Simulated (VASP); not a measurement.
# VASP 6.6.1 run: NaCl

INCAR

```
ISMEAR = -1
NBANDS = 14
ISIF = 2
PREC = Accurate
EDIFF = 1E-7
IBRION = -1
GGA = PE
NELM = 120
NSW = 0
LCHARG = .FALSE.
ENCUT = 520
SIGMA = 0.02
LWAVE = .FALSE.
LREAL = .FALSE.
LASPH = .TRUE.
```

KPOINTS

```
KPOINTS created by Atomic Simulation Environment
0
Monkhorst-Pack
8 8 8
0 0 0
```

POSCAR

```
Na Cl
 1.0000000000000000
    -0.0000000000000000    2.8026988093201135    2.8026988093201135
     2.8026988093201135    0.0000000000000000    2.8026988093201135
     2.8026988093201135    2.8026988093201135   -0.0000000000000000
 Na  Cl
   1   1
Cartesian
 -0.0000000000000000 -0.0000000000000000 -0.0000000000000000
  2.8026988093201135  2.8026988093201135  2.8026988093201135
```

The recommended PBE PAW datasets give the neutral cell 14 valence electrons.

Command

```
mpirun -np 1 vasp_std
```

How does this run end, and what does it give?

It converged. Results: gap between bands v and c on the k mesh 5.33 eV; least direct gap on the k mesh 5.33 eV; pressure 1.2 GPa. Band v is the last that the valence electrons fill when counted band by band, and c is the next.

OSZICAR

```
N       E                     dE             d eps       ncg     rms          rms(c)
DAV:   1     0.103033225700E+03    0.10303E+03   -0.70498E+03  1692   0.101E+03
DAV:   2     0.145914956551E+01   -0.10157E+03   -0.93716E+02  1814   0.280E+02
DAV:   3    -0.683211025660E+01   -0.82913E+01   -0.82449E+01  2226   0.733E+01
DAV:   4    -0.696126900389E+01   -0.12916E+00   -0.12911E+00  1968   0.994E+00
DAV:   5    -0.696415022335E+01   -0.28812E-02   -0.28811E-02  2254   0.149E+00    0.216E+00
DAV:   6    -0.677535993271E+01    0.18879E+00   -0.31172E-01  2102   0.327E+00    0.161E+00
DAV:   7    -0.676388264228E+01    0.11477E-01   -0.80993E-02  2282   0.165E+00    0.110E+00
DAV:   8    -0.676944791667E+01   -0.55653E-02   -0.97003E-03  1878   0.853E-01    0.299E-01
DAV:   9    -0.676932926154E+01    0.11866E-03   -0.21518E-04  2190   0.114E-01    0.160E-01
DAV:  10    -0.676944094032E+01   -0.11168E-03   -0.30333E-04  1944   0.139E-01    0.643E-02
DAV:  11    -0.676943097507E+01    0.99653E-05   -0.18529E-05  2226   0.409E-02    0.143E-02
DAV:  12    -0.676943104020E+01   -0.65138E-07   -0.22695E-06  1974   0.144E-02    0.155E-03
DAV:  13    -0.676943150348E+01   -0.46328E-06   -0.29884E-07  2082   0.361E-03    0.356E-03
DAV:  14    -0.676943131764E+01    0.18585E-06   -0.49037E-08  1458   0.126E-03    0.309E-04
DAV:  15    -0.676943132075E+01   -0.31173E-08   -0.33674E-09  1080   0.568E-04
   1 F= -.67694313E+01 E0= -.67694313E+01  d E =-.594981E-11
```

The shifted mesh misses Γ, so a band edge there is missed.

For comparison, a separate PBE run of the intended cell, on usual settings and not on those above, gives a gap of 5.18 eV on its mesh and a pressure of 1.2 GPa.
